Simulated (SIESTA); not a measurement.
## Te under changes of volume

One of the cells (33.925 Å³/atom); the others are scaled copies at fixed shape and fractional positions:

```
Te
1.0
     4.45400    0.00000    0.00000
    -2.22700    3.85728    0.00000
     0.00000    0.00000    5.92400
Te
3
Direct
  0.73100 0.73100 0.00000
  0.00000 0.26900 0.66667
  0.26900 0.00000 0.33333
```

- Program: SIESTA 5.4.2
- Functional: PBEsol
- Potentials or basis: PseudoDojo 0.4 standard (PBEsol files)
- Basis: DZP (energy shift 0.003 Ry; two zetas on semicore shells)
- Grid cutoff: 500 Ry
- Energy shift: 0.003 Ry
- k mesh: 7 × 7 × 5
- Occupations: fermi-dirac, width 0.05 eV
- Spin: no spin polarisation

```tsv
volume (Å³/atom)	energy over the lowest point (meV/atom)	pressure (GPa)	gap on the mesh (eV)	largest force (eV/Å)
31.890	25.71	3.9	0.54	0.980
32.568	12.11	2.5	0.55	0.836
33.247	3.85	1.4	0.56	0.704
33.925	0.00	0.4	0.56	0.582
34.604	0.86	-0.6	0.57	0.462
35.282	?	?	?	?
35.961	12.99	-2.2	0.57	0.255
```

Q: What does the run at 35.282 Å³/atom give?

A: Energy over the lowest point 5.34 meV/atom; pressure -1.4 GPa; gap on the mesh 0.57 eV; largest force 0.346 eV/Å.

Worked out: A Birch-Murnaghan fit of order 3 (a polynomial in V^(-2/3)) to the other rows has its minimum at 34.16 Å³/atom with B0 = V·E''(V) = 48 GPa and B' = 4.5 at fixed shape and positions, which overstates the stiffness. It gives 5.18 meV/atom at 35.282 Å³/atom, against the run's 5.34, and -dE/dV = -1.5 GPa, against -1.4. A straight line through the other rows of the gap, of slope 0.251 eV per unit of ln V, gives 0.57 eV, against the run's 0.57.

Energies are extrapolated to zero smearing.

Caveats: spin-orbit coupling is left out, which moves the levels of the heavy elements; an odd mesh through Γ misses points on the zone boundary, where band edges often lie; the basis of atomic orbitals isn't converged, which shifts pressures, moduli and gaps.
